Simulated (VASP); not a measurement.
# Sc: intraband terms of a metal's spectrum

Sc, P4/nmm (no. 129), 4 atoms in the cell. PBE, independent-particle dielectric function; PAW potentials Sc_sv (PBE set).

## Input

INCAR.step1:
```
EDIFF    = 1E-7           # SCF threshold, eV
ENCUT    = 260            # plane-wave cutoff, eV
ISMEAR   = 1              # smearing method
KPAR     = 4            
LASPH    = T              # aspherical terms in the spheres
LCHARG   = T              # write CHGCAR
LMAXMIX  = 4              # l up to which the mixer works
LWAVE    = F              # write WAVECAR
PREC     = Accurate       # precision mode
SIGMA    = 0.1            # smearing width, eV
```

INCAR.step2:
```
CSHIFT   = 0.1          
EDIFF    = 1E-6           # SCF threshold, eV
ENCUT    = 260            # plane-wave cutoff, eV
ICHARG   = 11             # starting density
ISMEAR   = 0              # smearing method
KPAR     = 4            
LASPH    = T              # aspherical terms in the spheres
LCHARG   = F              # write CHGCAR
LMAXMIX  = 4              # l up to which the mixer works
LWAVE    = T              # write WAVECAR
NBANDS   = 48             # bands
NEDOS    = 3000           # points of the DOS
OMEGAMAX = 30           
PREC     = Accurate       # precision mode
SIGMA    = 0.3            # smearing width, eV
```

INCAR.step3, as INCAR.step2 but for:
```
- LWAVE = T
+ ALGO = None
+ ISTART = 1
+ LOPTICS = T
+ LWAVE = F
+ NELM = 1
```

INCAR.step4, as INCAR.step3 but for:
```
+ WPLASMAI = 0.03
```

INCAR.step5 to INCAR.step6 change the same tag again: WPLASMAI = 0.1, 0.3.

INCAR.step7, as INCAR.step6 but for:
```
- WPLASMAI = 0.3
+ RTIME = 5
```

INCAR.step8, as INCAR.step7 but for:
```
- RTIME = 5
+ RTIME = 20
```

INCAR.step9, as INCAR.step8 but for:
```
- RTIME = 20
+ LNABLA = T
```

INCAR.step10, as INCAR.step9 but for:
```
- ISMEAR = 0
- LNABLA = T
+ ISMEAR = -5
```

KPOINTS.step1:
```
k-points
0
Gamma
  5 5 8
```

KPOINTS.step2:
```
k-points
0
Gamma
  8 8 12
```

POSCAR:
```
Sc
1.0
    5.4226760000      0.0000000000      0.0000000000
    0.0000000000      5.4226760000      0.0000000000
    0.0000000000      0.0000000000      3.4352060000
Sc
4
Direct
    0.0000000000      0.5000000000      0.4673360000
    0.5000000000      0.0000000000      0.5326640000
    0.0000000000      0.0000000000      0.0000000000
    0.5000000000      0.5000000000      0.0000000000
```

Commands (each step's output is kept before the next begins):
```
cat potpaw_PBE.64/Sc_sv/POTCAR > POTCAR
cp INCAR.step1 INCAR
cp KPOINTS.step1 KPOINTS
mpirun -np 4 vasp_std > vasp.out
cp INCAR.step2 INCAR
cp KPOINTS.step2 KPOINTS
mpirun -np 4 vasp_std > vasp.out
cp INCAR.step3 INCAR
mpirun -np 4 vasp_std > vasp.out
cp INCAR.step4 INCAR
mpirun -np 4 vasp_std > vasp.out
cp INCAR.step5 INCAR
mpirun -np 4 vasp_std > vasp.out
cp INCAR.step6 INCAR
mpirun -np 4 vasp_std > vasp.out
cp INCAR.step7 INCAR
mpirun -np 4 vasp_std > vasp.out
cp INCAR.step8 INCAR
mpirun -np 4 vasp_std > vasp.out
cp INCAR.step9 INCAR
mpirun -np 4 vasp_std > vasp.out
cp INCAR.step10 INCAR
mpirun -np 4 vasp_std > vasp.out
```

## Result

- Bands: 48

One ground state, settings moved in the last step alone:

| Settings | Plasma frequency (eV) | Im ε at 0.5 eV | Im ε at 1 eV | Im ε at 2 eV | Im ε at 4 eV | Time (s) |
|---|---|---|---|---|---|---|
| interband part alone | 3.15 | 43.8 | 19.8 | 14.9 | 5.4 | 19 |
| Drude term, WPLASMAI 0.03 | 3.15 | 46.1 | 20.1 | 14.9 | 5.4 | 20 |
| Drude term, WPLASMAI 0.1 | 3.15 | 51.4 | 20.8 | 15.0 | 5.4 | 18 |
| Drude term, WPLASMAI 0.3 | 3.15 | 61.3 | 22.5 | 15.3 | 5.5 | 20 |
| relaxation time RTIME 5 fs | 3.15 | 53.5 | 21.1 | 15.1 | 5.4 | 17 |
| relaxation time RTIME 20 fs | 3.15 | 46.4 | 20.1 | 14.9 | 5.4 | 19 |
| transversal form (LNABLA) | 2.93 | 39.1 | 18.0 | 13.8 | 5.1 | 18 |
| tetrahedron method | – | – | – | – | – | no result |

VASP 6.6.1 took 193 s on 4 cores (Intel Xeon Platinum 8488C (Sapphire Rapids)), a shared host.
